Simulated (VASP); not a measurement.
# Settings for InP: optical spectrum of independent particles

InP, F-43m (no. 216), 2 atoms in the cell. PBE, independent-particle dielectric function; PAW potentials In_d, P (PBE set). VASP 6.6.1.

Wanted: ε at zero frequency, electronic within 1 %; spectrum (imaginary part of ε) within 10 %.

POSCAR:
```
InP
1.0
    0.0000000000      2.9305000000      2.9305000000
    2.9305000000      0.0000000000      2.9305000000
    2.9305000000      2.9305000000      0.0000000000
In P
1 1
Direct
    0.0000000000      0.0000000000      0.0000000000
    0.7500000000      0.7500000000      0.7500000000
```

The series start from Bands in all (NBANDS): 19; Plane-wave cutoff (eV): 290; Energy points: 2000; k mesh: 8 × 8 × 8; Precision mode: Accurate; Electronic algorithm: Normal. Each series keeps the choices made before it, and each single choice may use up half of a tolerance. Times cover all steps of a run.

## Bands in all (NBANDS)

| Bands in all (NBANDS) | ε at zero frequency, electronic | Spectrum (imaginary part of ε), largest deviation against the largest value | Time (s) |
|---|---|---|---|
| 12 | 14.42 | 4.4 % | 15 |
| 15 | 14.88 | 0.84 % | 15 |
| 19 | 14.93 | 0.64 % | 16 |
| 25 | 14.96 | 0.75 % | 17 |
| 33 | 14.98 | 0.51 % | 18 |
| 49 (reference) | 15.01 | 0 % | 19 |

Chosen: 25, the loosest value from which every tighter one stays within half of the tolerance.

## Plane-wave cutoff (eV)

| Plane-wave cutoff (eV) | ε at zero frequency, electronic | Spectrum (imaginary part of ε), largest deviation against the largest value | Time (s) |
|---|---|---|---|
| 160 | 15.73 | 12 % | 10 |
| 200 | 15.09 | 3.3 % | 10 |
| 230 | 15 | 2.6 % | 11 |
| 290 | 14.96 | 0.79 % | 17 |
| 350 (reference) | 14.92 | 0 % | 22 |

Chosen: 290.

## Energy points

| Energy points | ε at zero frequency, electronic | Spectrum (imaginary part of ε), largest deviation against the largest value | Time (s) |
|---|---|---|---|
| default | 14.96 | 0.79 % | 17 |
| 2000 | 14.96 | 0.084 % | 17 |
| 4000 (reference) | 14.96 | 0 % | 20 |

Chosen: default.

## k mesh

| k mesh | ε at zero frequency, electronic | Spectrum (imaginary part of ε), largest deviation against the largest value | Time (s) |
|---|---|---|---|
| 4 × 4 × 4 | 44.87 | 376 % | 13 |
| 5 × 5 × 5 | 28.35 | 191 % | 14 |
| 6 × 6 × 6 | 20.89 | 109 % | 14 |
| 8 × 8 × 8 | 14.96 | 45 % | 17 |
| 10 × 10 × 10 | 12.94 | 38 % | 20 |
| 13 × 13 × 13 | 11.89 | 22 % | 25 |
| 16 × 16 × 16 | 11.54 | 19 % | 30 |
| 19 × 19 × 19 | 11.41 | 9 % | 46 |
| 22 × 22 × 22 (reference) | 11.35 | 0 % | 62 |

Chosen: 22 × 22 × 22; the next looser run is off by more than half of the tolerance, so convergence isn't shown beyond this value.

## Precision mode

| Precision mode | ε at zero frequency, electronic | Spectrum (imaginary part of ε), largest deviation against the largest value | Time (s) |
|---|---|---|---|
| Accurate | 11.35 | 0 % | 62 |
| Normal | 11.35 | 0.0083 % | 38 |
| Single | 11.35 | 0.021 % | 50 |

Chosen: Normal, the fastest of those that stay within half of the tolerance.

## Electronic algorithm

| Electronic algorithm | ε at zero frequency, electronic | Spectrum (imaginary part of ε), largest deviation against the largest value | Time (s) |
|---|---|---|---|
| Normal | 11.35 | 0 % | 38 |
| Fast | 11.35 | 0.28 % | 40 |
| Exact | 11.35 | 0.19 % | 456 |

Chosen: Normal; no other choice that stays within half of the tolerance saves 30 % of the time.

## All choices together

| Input | ε at zero frequency, electronic | Spectrum (imaginary part of ε), largest deviation against the largest value | Time (s) |
|---|---|---|---|
| all settings of the optics step left to the defaults, ground-state mesh (naive) | 14.82 | 26 % | 14 |
| chosen settings | 11.35 | 0.61 % | 38 |
| reference settings throughout | 11.4 | 0 % | 148 |

The chosen settings stay within the tolerance of the reference run, but the reference itself isn't shown to be converged in: k mesh.

## The input

INCAR.step1:
```
EDIFF = 1E-7
ENCUT = 290
GGA = PE
ISMEAR = 0
KPAR = 4
LASPH = T
LCHARG = T
LWAVE = F
PREC = Normal
SIGMA = 0.02
```

INCAR.step2:
```
ALGO = Normal
CSHIFT = 0.1
EDIFF = 1E-6
ENCUT = 290
GGA = PE
ICHARG = 11
ISMEAR = 0
KPAR = 4
LASPH = T
LCHARG = F
LOPTICS = T
LWAVE = F
NBANDS = 25
PREC = Normal
SIGMA = 0.05
```

KPOINTS.step1:
```
k-points
0
Gamma
  8 8 8
```

KPOINTS.step2:
```
Automatic mesh
0
Gamma
  22 22 22
  0 0 0
```

Commands (each step's output is kept before the next begins):
```
cat potpaw_PBE.64/In_d/POTCAR potpaw_PBE.64/P/POTCAR > POTCAR
cp INCAR.step1 INCAR
cp KPOINTS.step1 KPOINTS
mpirun -np 4 vasp_std > vasp.out
cp INCAR.step2 INCAR
cp KPOINTS.step2 KPOINTS
mpirun -np 4 vasp_std > vasp.out
```

Limits: Spin-orbit coupling is left out, which can matter with atoms this heavy; the pull between electron and hole is left out; the onset follows the functional's gap, which semilocal functionals usually make too small.

The chosen input took VASP 6.6.1 38 s on 4 cores (AMD EPYC 7R43 (Zen 3)), a shared host.

## An input that fails: one empty band

It runs to its end, but against the unchanged starting input it is off by 18 % in the ε at zero frequency, electronic, 45 % in the spectrum (imaginary part of ε).

Changes against the starting input:
```
(step 2)
- NBANDS = 19
+ NBANDS = 10
```
